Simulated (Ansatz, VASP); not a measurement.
**Si in VASP and in Ansatz**

The input INCAR:

```
SYSTEM = Si
ALGO = Normal
EDIFF = 1E-6
ENCUT = 520
ISIF = 2
ISMEAR = 0
LASPH = .TRUE.
LCHARG = .FALSE.
LREAL = .FALSE.
LWAVE = .FALSE.
NBANDS = 11
NELM = 60
PREC = Accurate
SIGMA = 0.05
```

KPOINTS

```
k-points
0
G
  12 12 12
  0 0 0
```

File POSCAR:

```
Si
1.0
    0.0000000000      2.9802228618      2.4843137776
    2.9802228618      0.0000000000      2.4843137776
    2.9802228618      2.9802228618      0.0000000000
Si
2
Direct
    0.5000000000      0.5000000000      0.5000000000
    0.7500000000      0.7500000000      0.7500000000
```

Input for Ansatz:

```yaml
crystal:
  lattice:
    - [0.0, 2.9802228618, 2.4843137776]
    - [2.9802228618, 0.0, 2.4843137776]
    - [2.9802228618, 2.9802228618, 0.0]
  atoms:
    - { symbol: Si, position: [0.5, 0.5, 0.5] }
    - { symbol: Si, position: [0.75, 0.75, 0.75] }
basis:
  ecutwfc: 420
kpoints:
  mp_grid: { grid: [12, 12, 12] }
hamiltonian:
  xc: lda
  pseudopotentials: { kind: paw, azcp: { folder: soft_1 } }
scf:
  occupations: { method: gaussian, width: 0.05 }
output:
  forces: true
  stress: true
  eigenvalues: true
```

Alike in both runs: task single point; functional LDA; k mesh 12 × 12 × 12; occupations gaussian, width 0.05 eV; no spin polarisation.

|  | VASP | Ansatz |
| --- | --- | --- |
| version | VASP 6.6.1 | Ansatz 0.2.0 |
| potentials or method | VASP PAW LDA potentials, release 64 (Si) | scalar-relativistic, plane waves, PAW |
| plane-wave cutoff (eV) | 520 | 420 |
| valence electrons in the cell | 8 | 8 |

```csv
,VASP,Ansatz,Ansatz less VASP
gap on the k mesh at the Fermi level (eV),none,none,-
pressure (GPa),-9.3,-9.3,-0.03
largest component of the traceless stress (GPa),7.68,7.68,-0.001
```

A gap of «none» marks a metal or a gap that the smearing closes. Ansatz warned: «pseudo_functional_mismatch».
